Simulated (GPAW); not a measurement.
Crystal: Hf.

```
CELL_PARAMETERS angstrom
4.96233 0.00000 0.00000
-2.48116 4.29750 0.00000
0.00000 0.00000 3.08623
ATOMIC_POSITIONS crystal
Hf 0.00000 0.00000 0.00000
Hf 0.33333 0.66667 0.50000
Hf 0.66667 0.33333 0.50000
```

This isn't the form of Hf at room conditions, which is hcp.

| Property | Result |
| --- | --- |
| Program | GPAW 26.7.0 |
| Task | relaxation of cell and atoms |
| Functional | PBEsol |
| Potentials or basis | PAW data sets generated in the run's folder for this functional |
| Cutoff | 600 eV |
| Basis | pw |
| k mesh | 5 × 5 × 6 |
| Occupations | fermi-dirac, width 0.05 eV |
| Spin | no spin polarisation |

At the start: pressure -2.4 GPa; volume 21.94 Å³/atom.

**Question.** How do energy, volume and symmetry change on relaxing?

**Answer.** Over 3 steps the energy falls by 3.7 meV/atom and the volume is 21.46 Å³/atom (-2.2 %); space group P6/mmm (No. 191, to 0.05 Å).

The path:
| step | energy change (eV) | largest force (eV/Å) | pressure (GPa) | volume (Å³) |
| --- | --- | --- | --- | --- |
| 1 | 0.0000 | 0.0000 | -2.41 | 65.82 |
| 2 | -0.0042 | 0.0000 | -1.90 | 65.51 |
| 3 | -0.0111 | 0.0000 | 0.03 | 64.38 |

Final structure:
```
Hf
1.0
     4.92530    0.00000    0.00000
    -2.46265    4.26544    0.00000
     0.00000    0.00000    3.06460
Hf
3
Cartesian
  0.0000 0.0000 0.0000
  0.0000 2.8436 1.5323
  2.4627 1.4218 1.5323
```

Caveat: later steps reuse the first step's grids.
